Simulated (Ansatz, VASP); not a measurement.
# One calculation of Mo, two programs

```
Mo
1.0
     0.00000    1.94619    1.94619
     1.94619    0.00000    1.94619
     1.94619    1.94619    0.00000
Mo
1
Direct
  0.00000 0.00000 0.00000
```

Alike in both runs: task single point; functional PBE; k mesh 22 × 22 × 22; occupations gaussian, width 0.15 eV; no spin polarisation.

```csv
,VASP,Ansatz
version,VASP 6.6.1,Ansatz 0.2.0
potentials or method,"VASP PAW PBE potentials, release 64 (Mo_sv)","scalar-relativistic, plane waves, PAW"
plane-wave cutoff (eV),520,420
valence electrons in the cell,14,14
```

```csv
,VASP,Ansatz,Ansatz less VASP
gap on the k mesh at the Fermi level (eV),none,none,-
pressure (GPa),24.3,23.6,-0.68
```

A gap of «none» marks a metal or a gap that the smearing closes. The functional is the same, so the differences come from potentials, cutoffs and numerics.

Caveats: so large a pressure means that the cell lies far from this level's equilibrium, or that cutoff or potentials fall short (VASP).
